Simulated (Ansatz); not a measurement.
# Ge: normal modes and further scans

The task, for Ge: compute the harmonic modes and freeze in mode 4 at growing amplitude.

Computed with Ansatz 0.2.0 (DFT r2SCAN, scalar-relativistic, plane waves, PAW, unless a step's input says otherwise).

1 further run of the same task is left out (set aside as unsound or not needed). Runs told in other sessions of the task aren't counted.

## 1. The structure to begin with

It takes space group Ia-3 (No. 206, cubic). The conventional cell has a = 6.968 Å, b = 6.968 Å, c = 6.968 Å, α = 90.00°, β = 90.00°, γ = 90.00°. Ge (site symmetry 3) has 4 Ge at 2.43 to 2.51 Å in its first shell of neighbours.

As a file:

```
Ge
1.0
    -3.48417    3.48417    3.48417
     3.48417   -3.48417    3.48417
     3.48417    3.48417   -3.48417
Ge
8
Direct
  0.50000 0.00000 0.79890
  0.79890 0.50000 0.00000
  0.00000 0.79890 0.50000
  0.70110 0.70110 0.70110
  0.50000 0.00000 0.20110
  0.20110 0.50000 0.00000
  0.00000 0.20110 0.50000
  0.29890 0.29890 0.29890
```

It goes back to an entry of the Materials Project, which need not be the stable form.

This cell was relaxed beforehand with the same method: volume 21.15 Å³/atom, gap on the mesh none (metal).

## 2. The undisturbed cell

input.yaml reads:

```yaml
crystal:
  lattice:
    - [-3.48417028, 3.48417028, 3.48417028]
    - [3.48417028, -3.48417028, 3.48417028]
    - [3.48417028, 3.48417028, -3.48417028]
  atoms:
    - { symbol: Ge, position: [0.5, 0.0, 0.79889908] }
    - { symbol: Ge, position: [0.79889908, 0.5, 0.0] }
    - { symbol: Ge, position: [0.0, 0.79889908, 0.5] }
    - { symbol: Ge, position: [0.70110092, 0.70110092, 0.70110092] }
    - { symbol: Ge, position: [0.5, 0.0, 0.20110092] }
    - { symbol: Ge, position: [0.20110092, 0.5, 0.0] }
    - { symbol: Ge, position: [0.0, 0.20110092, 0.5] }
    - { symbol: Ge, position: [0.29889908, 0.29889908, 0.29889908] }
basis:
  ecutwfc: 500
kpoints:
  mp_grid: { grid: [8, 8, 8] }
hamiltonian:
  xc: r2scan
scf:
  occupations: { method: gaussian, width: 0.15 }
output:
  forces: true
  stress: true
  eigenvalues: true
```

Started as:

```bash
ansatz run input.yaml --threads 2 --pin off --max-ram 5120MiB --backend cpu --events-out ev --progress --plain --runs-dir out
```

Standard output, shortened:

```text
Warning: RAYON_NUM_THREADS=2 ignored (pool sized by the plan → 2); use --threads N
[...]
Pseudopotentials: kind: paw
Pseudopotential: Ge, paw, valence charge 14, recommended cutoff 500 eV (meta_gga), Ge.paw.azcp
Functional definition: r2SCAN
[...]
Crystal: 8 atoms, lattice volume = 169.184 Å³
Basis set: ecut = 500 eV, 4213 PW (Γ), exchange–correlation on 180×180×180 points (64 copies of the dense FFT grid, shifted against one another)
Bands: 68, of which v1, the nominal top of the filled ones, is band 56 counted from 1 (55 counted from 0)
Symmetry: 24 space group operations
Space group: Ia-3 (ITA 206), of the structure as read, at distance tolerance 5.5e-5 Å
k-points: 35 of 512
[...]
SCF iter   1: F=—  HF=-34421.881373 eV  |F-HF|=—  |Δ(HF+E_count)|=         —  Δρ=7.43e-3  dr2=4.56e-2  dr2_τ=1.53e-2  ethr=1.77e-3  ⟨swp⟩=5.4  Hψ=8248  notcnv=0
[...]
SCF iter   7: F=-34421.920473 eV  HF=-34421.920473 eV  |F-HF|=2.84e-8  |Δ(HF+E_count)|=   5.37e-7  Δρ=4.36e-6  dr2=4.54e-8  dr2_τ=3.67e-10  ethr=8.93e-11  ⟨swp⟩=8.2  Hψ=10960  notcnv=0
[...]
SCF converged after 7 iterations
Free energy (F): -34421.920473 eV
[...]
E sigma→0 (E₀):  -34421.914745 eV
Entropy (-TS):   -0.011457 eV (-1.432 meV/atom)
Fermi energy:    9.339710 eV
[...]
--- Forces (eV/Å), atoms counted from 1 ---
  atom   1  Ge    -0.00882836    -0.00882836     0.00882836
  atom   2  Ge     0.00882836    -0.00882836    -0.00882836
  atom   3  Ge    -0.00882836     0.00882836    -0.00882836
  atom   4  Ge     0.00882836     0.00882836     0.00882836
  atom   5  Ge     0.00882836     0.00882836    -0.00882836
  atom   6  Ge    -0.00882836     0.00882836     0.00882836
  atom   7  Ge     0.00882836    -0.00882836     0.00882836
  atom   8  Ge    -0.00882836    -0.00882836    -0.00882836
[...]
--- Stress (GPa, compression-positive) ---
       -0.011481       0.000000      -0.000000
        0.000000      -0.011481       0.000000
       -0.000000       0.000000      -0.011481
  P = ⅓ Tr σ = -0.0115 GPa (-0.115 kbar)
--- Band table (eV; the first three rows and the last of 35) ---
[...]
```

Wall time 19 s (2 threads of Arm Neoverse V2, shared host); peak memory 1 GiB.

The reference gives a free energy of -34421.9205 eV, pressure -0.01 GPa, largest force 0.015 eV/Å and gap on the mesh none (metal).

## 3. Normal modes

Changes to input.yaml since step 2:

```diff
@@ -23,4 +23,8 @@
 output:
-  forces: true
-  stress: true
   eigenvalues: true
+phonons:
+  method: fd
+  supercell: [1, 1, 1]
+  amplitude: 0.02
+  eigenvectors: true
+  dielectric: false
```

Started as:

```bash
ansatz run input.yaml --threads 2 --pin off --max-ram 5120MiB --backend cpu --events-out ev --progress --plain --runs-dir out
```

Standard output, shortened:

```text
Warning: RAYON_NUM_THREADS=2 ignored (pool sized by the plan → 2); use --threads N
[...]
[... 3 set-up lines as earlier in the session ...]
[...]
Crystal: 8 atoms, lattice volume = 169.184 Å³
Basis set: ecut = 500 eV, 4213 PW (Γ), exchange–correlation on 225×225×225 points (125 copies of the dense FFT grid, shifted against one another)
Bands: 68, of which v1, the nominal top of the filled ones, is band 56 counted from 1 (55 counted from 0)
[... 1 set-up line as earlier in the session ...]
k-points: 35 of 512
[...]
SCF iter   1: F=—  HF=-34421.881372 eV  |F-HF|=—  |Δ(HF+E_count)|=         —  Δρ=7.43e-3  dr2=4.56e-2  dr2_τ=1.53e-2  ethr=1.77e-3  ⟨swp⟩=5.4  Hψ=8248  notcnv=0
[...]
Symmetry: 1 space group operations
[...]
  atom   7  Ge     0.00880153    -0.00880153     0.00880153
  atom   8  Ge    -0.00880153    -0.00880153    -0.00880153
[...]
--- Band table (eV; the first three rows and the last of 35) ---
[...]
--- Phonons: 2 displaced members + reference (amplitude 0.02 Å, Σ member SCF iterations 16) ---
  symmetry images taken by strict's conditions (phonons.symmetry_images: auto; settled by no image being taken that strict refuses)
  ASR residual: 3.399e-5 → 0.000e0 eV/Å²; symmetrization residual: 8.882e-4 eV/Å²
  largest component of a force at the reference: 8.8e-3 eV/Å
  ASR residual per site (eV/Å²): 3.40e-5 3.40e-5 3.40e-5 3.40e-5 3.40e-5 3.40e-5 3.40e-5 3.40e-5
  Γ frequencies (cm⁻¹): 0.00 0.00 0.00 90.25 90.25 90.25 94.77 94.77 94.77 104.80 211.67 211.67 211.67 219.10 219.10 219.10 238.06 239.99 239.99 247.92 247.92 247.92 248.31 248.31
  density of states and harmonic sums: on the 13×13×13 q-mesh, interpolated from the force constants of a 1×1×1 supercell (no non-analytic term)
  largest difference from the sums on the solved wave vectors: F 6.70e-1 eV, S 9.28e-4 and C_V 2.58e-4 eV/K
[...]
```

Wall time 7.3 min (2 threads of Arm Neoverse V2, shared host); peak memory 3 GiB.

The modes, lowest first (cm⁻¹, without the LO–TO term): 1: 0, 2: 0, 3: 0, 4: 90, 5: 90, 6: 90, 7: 95, 8: 95, 9: 95, 10: 105, 11: 212, 12: 212, 13: 212, 14: 219, 15: 219, 16: 219, 17: 238, 18: 240, 19: 240, 20: 248, 21: 248, 22: 248, 23: 248, 24: 248. Three modes near zero are the rigid translations.

## 4. Setting up a frozen normal mode

Mode 4 of the phonon run on this cell, counted from the lowest, is frozen in: each atom moves by x times its row below, so x is the largest displacement.

```
atom      ux      uy      uz
 Ge1   0.000   0.669   0.000
 Ge2   0.645  -0.669  -0.370
 Ge3   0.000   0.456   0.370
 Ge4  -0.645  -0.456   0.000
 Ge5   0.000   0.669   0.000
 Ge6   0.645  -0.669  -0.370
 Ge7   0.000   0.456   0.370
 Ge8  -0.645  -0.456   0.000
```

## 5. x = -0.200 Å

input.yaml reads:

```yaml
crystal:
  lattice:
    - [-3.48417028, 3.48417028, 3.48417028]
    - [3.48417028, -3.48417028, 3.48417028]
    - [3.48417028, 3.48417028, -3.48417028]
  atoms:
    - { symbol: Ge, position: [0.4808118668, 0.0, 0.7797109468] }
    - { symbol: Ge, position: [0.8287054178, 0.4921025266, 0.0006724552] }
    - { symbol: Ge, position: [-0.0237171052, 0.7882808754, 0.4869010994] }
    - { symbol: Ge, position: [0.7141998206, 0.719616598, 0.7327154986] }
    - { symbol: Ge, position: [0.4808118668, 0.0, 0.1819127868] }
    - { symbol: Ge, position: [0.2309072578, 0.4921025266, 0.0006724552] }
    - { symbol: Ge, position: [-0.0237171052, 0.1904827154, 0.4869010994] }
    - { symbol: Ge, position: [0.3119979806, 0.317414758, 0.3305136586] }
basis:
  ecutwfc: 500
kpoints:
  mp_grid: { grid: [8, 8, 8] }
hamiltonian:
  xc: r2scan
scf:
  occupations: { method: gaussian, width: 0.15 }
output:
  forces: true
  stress: true
  eigenvalues: true
```

Started as:

```bash
ansatz run input.yaml --threads 2 --pin off --max-ram 5120MiB --backend cpu --events-out ev --progress --plain --runs-dir out
```

Standard output, shortened:

```text
Warning: RAYON_NUM_THREADS=2 ignored (pool sized by the plan → 2); use --threads N
[...]
[... 3 set-up lines as earlier in the session ...]
[...]
Crystal: 8 atoms, lattice volume = 169.184 Å³
Basis set: ecut = 500 eV, 4213 PW (Γ), exchange–correlation on 180×180×180 points (64 copies of the dense FFT grid, shifted against one another)
Bands: 68, of which v1, the nominal top of the filled ones, is band 56 counted from 1 (55 counted from 0)
[... 1 set-up line as earlier in the session ...]
Space group: P1 (ITA 1), of the structure as read, at distance tolerance 5.5e-5 Å
k-points: 260 of 512 (time reversal used)
[...]
SCF iter   1: F=—  HF=-34421.671820 eV  |F-HF|=—  |Δ(HF+E_count)|=         —  Δρ=7.42e-3  dr2=4.59e-2  dr2_τ=1.46e-2  ethr=1.77e-3  ⟨swp⟩=5.4  Hψ=61393  notcnv=0
[...]
SCF converged after 8 iterations
Free energy (F): -34421.711395 eV
[...]
E sigma→0 (E₀):  -34421.705599 eV
Entropy (-TS):   -0.011592 eV (-1.449 meV/atom)
Fermi energy:    9.316127 eV
[...]
--- Forces (eV/Å), atoms counted from 1 ---
  atom   1  Ge    -0.02546083     0.29562339     0.10605238
  atom   2  Ge     0.34362257    -0.34328837    -0.27683784
  atom   3  Ge    -0.05182942     0.18325234     0.08668014
  atom   4  Ge    -0.23929038    -0.15098525     0.07621926
  atom   5  Ge     0.04408560     0.28158274    -0.09398839
  atom   6  Ge     0.21100829    -0.23281425    -0.04039487
  atom   7  Ge     0.03457074     0.20286330     0.23172507
  atom   8  Ge    -0.31670514    -0.23623626    -0.08945864
[...]
--- Stress (GPa, compression-positive) ---
       -0.178713       0.007033       0.009169
        0.007033      -0.078214      -0.013415
        0.009169      -0.013415      -0.055662
  P = ⅓ Tr σ = -0.1042 GPa (-1.042 kbar)
--- Band table (eV; the first three rows and the last of 260) ---
[...]
```

Run time: 3.4 min. Hardware: 2 threads of Arm Neoverse V2, shared host; peak memory 2.6 GiB.

## 6. x = 0.150 Å

input.yaml reads:

```yaml
crystal:
  lattice:
    - [-3.48417028, 3.48417028, 3.48417028]
    - [3.48417028, -3.48417028, 3.48417028]
    - [3.48417028, 3.48417028, -3.48417028]
  atoms:
    - { symbol: Ge, position: [0.5143910999, 0.0, 0.8132901799] }
    - { symbol: Ge, position: [0.7765443267, 0.505923105, -0.0005043414] }
    - { symbol: Ge, position: [0.0177878289, 0.8068627335, 0.5098241755] }
    - { symbol: Ge, position: [0.6912767445, 0.6872141615, 0.6773899861] }
    - { symbol: Ge, position: [0.5143910999, 0.0, 0.2154920199] }
    - { symbol: Ge, position: [0.1787461667, 0.505923105, -0.0005043414] }
    - { symbol: Ge, position: [0.0177878289, 0.2090645735, 0.5098241755] }
    - { symbol: Ge, position: [0.2890749045, 0.2850123215, 0.2751881461] }
basis:
  ecutwfc: 500
kpoints:
  mp_grid: { grid: [8, 8, 8] }
hamiltonian:
  xc: r2scan
scf:
  occupations: { method: gaussian, width: 0.15 }
output:
  forces: true
  stress: true
  eigenvalues: true
```

Started as:

```bash
ansatz run input.yaml --threads 2 --pin off --max-ram 5120MiB --backend cpu --events-out ev --progress --plain --runs-dir out
```

Standard output, shortened:

```text
Warning: RAYON_NUM_THREADS=2 ignored (pool sized by the plan → 2); use --threads N
[...]
[... 3 set-up lines as earlier in the session ...]
[...]
Crystal: 8 atoms, lattice volume = 169.184 Å³
Basis set: ecut = 500 eV, 4213 PW (Γ), exchange–correlation on 180×180×180 points (64 copies of the dense FFT grid, shifted against one another)
Bands: 68, of which v1, the nominal top of the filled ones, is band 56 counted from 1 (55 counted from 0)
[... 2 set-up lines as earlier in the session ...]
k-points: 260 of 512 (time reversal used)
[...]
SCF iter   1: F=—  HF=-34421.763193 eV  |F-HF|=—  |Δ(HF+E_count)|=         —  Δρ=7.42e-3  dr2=4.58e-2  dr2_τ=1.49e-2  ethr=1.77e-3  ⟨swp⟩=5.3  Hψ=61332  notcnv=0
[...]
SCF converged after 8 iterations
Free energy (F): -34421.802510 eV
[...]
E sigma→0 (E₀):  -34421.796789 eV
Entropy (-TS):   -0.011441 eV (-1.430 meV/atom)
Fermi energy:    9.326914 eV
[...]
--- Forces (eV/Å), atoms counted from 1 ---
  atom   1  Ge    -0.02763315    -0.21698275     0.05803731
  atom   2  Ge    -0.16702343     0.18161069     0.04781850
  atom   3  Ge    -0.02480888    -0.14871575    -0.16489870
  atom   4  Ge     0.23582188     0.17476375     0.05397791
  atom   5  Ge     0.01945185    -0.21782567    -0.06337765
  atom   6  Ge    -0.25163852     0.25272210     0.19190468
  atom   7  Ge     0.03245061    -0.14450235    -0.07531494
  atom   8  Ge     0.18337863     0.11893192    -0.04814446
[...]
--- Stress (GPa, compression-positive) ---
       -0.104731       0.002857       0.003837
        0.002857      -0.050476      -0.005879
        0.003837      -0.005879      -0.038687
  P = ⅓ Tr σ = -0.0646 GPa (-0.646 kbar)
--- Band table (eV; the first three rows and the last of 260) ---
[...]
```

Run time: 3.4 min. Hardware: 2 threads of Arm Neoverse V2, shared host; peak memory 2.6 GiB.

## 7. Point x = -0.100 Å

input.yaml reads:

```yaml
crystal:
  lattice:
    - [-3.48417028, 3.48417028, 3.48417028]
    - [3.48417028, -3.48417028, 3.48417028]
    - [3.48417028, 3.48417028, -3.48417028]
  atoms:
    - { symbol: Ge, position: [0.4904059334, 0.0, 0.7893050134] }
    - { symbol: Ge, position: [0.8138022489, 0.4960512633, 0.0003362276] }
    - { symbol: Ge, position: [-0.0118585526, 0.7935899777, 0.4934505497] }
    - { symbol: Ge, position: [0.7076503703, 0.710358759, 0.7169082093] }
    - { symbol: Ge, position: [0.4904059334, 0.0, 0.1915068534] }
    - { symbol: Ge, position: [0.2160040889, 0.4960512633, 0.0003362276] }
    - { symbol: Ge, position: [-0.0118585526, 0.1957918177, 0.4934505497] }
    - { symbol: Ge, position: [0.3054485303, 0.308156919, 0.3147063693] }
basis:
  ecutwfc: 500
kpoints:
  mp_grid: { grid: [8, 8, 8] }
hamiltonian:
  xc: r2scan
scf:
  occupations: { method: gaussian, width: 0.15 }
output:
  forces: true
  stress: true
  eigenvalues: true
```

Started as:

```bash
ansatz run input.yaml --threads 2 --pin off --max-ram 5120MiB --backend cpu --events-out ev --progress --plain --runs-dir out
```

Standard output, shortened:

```text
Warning: RAYON_NUM_THREADS=2 ignored (pool sized by the plan → 2); use --threads N
[...]
[... 3 set-up lines as earlier in the session ...]
[...]
Crystal: 8 atoms, lattice volume = 169.184 Å³
Basis set: ecut = 500 eV, 4213 PW (Γ), exchange–correlation on 180×180×180 points (64 copies of the dense FFT grid, shifted against one another)
Bands: 68, of which v1, the nominal top of the filled ones, is band 56 counted from 1 (55 counted from 0)
[... 2 set-up lines as earlier in the session ...]
k-points: 260 of 512 (time reversal used)
[...]
SCF iter   1: F=—  HF=-34421.828768 eV  |F-HF|=—  |Δ(HF+E_count)|=         —  Δρ=7.42e-3  dr2=4.56e-2  dr2_τ=1.51e-2  ethr=1.77e-3  ⟨swp⟩=5.4  Hψ=61348  notcnv=0
[...]
SCF converged after 8 iterations
Free energy (F): -34421.867940 eV
[...]
E sigma→0 (E₀):  -34421.862236 eV
Entropy (-TS):   -0.011409 eV (-1.426 meV/atom)
Fermi energy:    9.334235 eV
[...]
--- Forces (eV/Å), atoms counted from 1 ---
  atom   1  Ge    -0.01417002     0.14071401     0.03284943
  atom   2  Ge     0.16418637    -0.16614683    -0.11774033
  atom   3  Ge    -0.01893307     0.10243086     0.05554331
  atom   4  Ge    -0.12340910    -0.08138641     0.02688386
  atom   5  Ge     0.01665033     0.14989748    -0.03122372
  atom   6  Ge     0.11598216    -0.12432169    -0.04281446
  atom   7  Ge     0.01660544     0.09483906     0.10515610
  atom   8  Ge    -0.15691127    -0.11602840    -0.02865680
[...]
--- Stress (GPa, compression-positive) ---
       -0.052584       0.000889       0.001300
        0.000889      -0.029355      -0.002105
        0.001300      -0.002105      -0.024410
  P = ⅓ Tr σ = -0.0354 GPa (-0.354 kbar)
--- Band table (eV; the first three rows and the last of 260) ---
[...]
```

Wall time 3.4 min (2 threads of Arm Neoverse V2, shared host); peak memory 2.6 GiB.

## 8. The scan collected

Collected from the runs (energy zero: the undisturbed cell):

```tsv
x (Å)	ΔE (meV/cell)	force along the mode (eV/Å)	pressure (GPa)
-0.200	209.1	2.076	-0.1
-0.100	52.5	1.049	0.0
0.000	0.0	0.000	0.0
0.150	118.0	-1.567	-0.1
```

## 9. Results

| quantity | value |
| --- | --- |
| modes | 24 from 0 to 248 cm⁻¹ |
| harmonic wavenumber of the mode (frozen normal mode) | 90 cm⁻¹ |
| the same from the force at an amplitude of 0.100 Å (frozen normal mode) | 90 cm⁻¹ |

What this shows: Normal modes: the cell is stable against its own zone-centre modes, which says nothing of other wave vectors. Frozen normal mode: the force at the smallest amplitude gives 90 cm⁻¹ against 90 cm⁻¹ from the phonon run, so the curve is close to a parabola there. No sampled point lies below the undisturbed cell.
